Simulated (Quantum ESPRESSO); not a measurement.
**InAs: equation of state with r2SCAN**

InAs:

```
In As
1.0
     0.00000    3.01800    3.01800
     3.01800    0.00000    3.01800
     3.01800    3.01800    0.00000
In As
1 1
Direct
  0.00000 0.00000 0.00000
  0.75000 0.75000 0.75000
```

| Item | Value |
| --- | --- |
| Program | Quantum ESPRESSO 7.5 |
| Task | equation of state |
| Functional | r2SCAN |
| Potentials or basis | SG15 PBE 1.2 |
| Cutoff | 952 eV |
| Density cutoff | 3810 eV |
| k mesh | 6 × 6 × 6 |
| Occupations | fermi-dirac, width 0.05 eV |
| Spin | no spin polarisation |

| Item | Value |
| --- | --- |
| Equilibrium volume | 28.38 Å³/atom |
| Bulk modulus | 56 GPa |
| Pressure derivative of the bulk modulus | 4.1 |

Energy against volume, from the lowest point:
| volume (Å³/atom) | energy (meV/atom) |
| --- | --- |
| 25.840 | 46.38 |
| 26.389 | 27.37 |
| 26.939 | 13.69 |
| 27.489 | 4.85 |
| 28.039 | 0.44 |
| 28.588 | 0.00 |
| 29.138 | 3.13 |

All runs of the series together: 11 min on 2 threads of Intel(R) Xeon(R) 6975P-C (Granite Rapids), on a shared host.

Caveat: the potentials were made for another functional, which shifts forces and pressure. Zero-point motion and thermal expansion aren't in these numbers.
